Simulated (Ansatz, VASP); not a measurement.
**Ga: VASP beside Ansatz**

INCAR

```
SYSTEM = Ga
PREC = Accurate
ENCUT = 520
EDIFF = 1E-6
ISMEAR = 1
SIGMA = 0.03
LREAL = .False.
LASPH = .True.
NELM = 100
ALGO = Normal
ISIF = 2
LWAVE = .False.
LCHARG = .False.
GGA = CA
NBANDS = 34
```

The input KPOINTS:

```
Automatic mesh
0
Gamma
  8 8 7
  0 0 0
```

The input POSCAR:

```
Ga
1.0
    2.2178908173     -3.7419137528      0.0000000000
    2.2178908173      3.7419137528      0.0000000000
    0.0000000000      0.0000000000      4.4249628129
Ga
4
Direct
    0.8443628362      0.1556371638      0.0859373133
    0.6556371638      0.3443628362      0.5859373133
    0.1556371638      0.8443628362      0.9140626867
    0.3443628362      0.6556371638      0.4140626867
```

Input for Ansatz:

```yaml
crystal:
  lattice:
    - [2.2178908173, -3.7419137528, 0.0]
    - [2.2178908173, 3.7419137528, 0.0]
    - [0.0, 0.0, 4.4249628129]
  atoms:
    - { symbol: Ga, position: [0.8443628362, 0.1556371638, 0.0859373133] }
    - { symbol: Ga, position: [0.6556371638, 0.3443628362, 0.5859373133] }
    - { symbol: Ga, position: [0.1556371638, 0.8443628362, 0.9140626867] }
    - { symbol: Ga, position: [0.3443628362, 0.6556371638, 0.4140626867] }
hamiltonian:
  xc: lda
  pseudopotentials:
    kind: paw
    azcp:
      Ga: "pseudopotentials/Ga.paw.azcp"
basis:
  ecutwfc: 420
  fft_grid_basis: typed
kpoints:
  mp_grid: { grid: [8, 8, 7], shift: [0, 0, 0] }
magnetization:
  spin_polarized: false
scf:
  occupations: { method: methfessel_paxton, width: 0.03 }
  lower_state_search: "off"
output:
  stress: true
```

Alike in both runs: task single point; functional LDA; k mesh 8 × 8 × 7; occupations methfessel-paxton of order 1, width 0.03 eV; no spin polarisation.

|  | VASP | Ansatz |
| --- | --- | --- |
| version | VASP 6.6.1 | Ansatz 0.2.0 |
| potentials or method | VASP PAW LDA potentials, release 64 (Ga_d) | plane waves (420 eV) with PAW, scalar-relativistic |
| plane-wave cutoff (eV) | 520 | 420 |
| valence electrons in the cell | 52 | 52 |

|  | VASP | Ansatz | Ansatz less VASP |
| --- | --- | --- | --- |
| pressure (GPa) | 0.1 | 0.0 | -0.10 |
| largest component of the traceless stress (GPa) | 0.16 | 0.10 | -0.064 |

Ansatz warned: «pseudo_functional_mismatch».
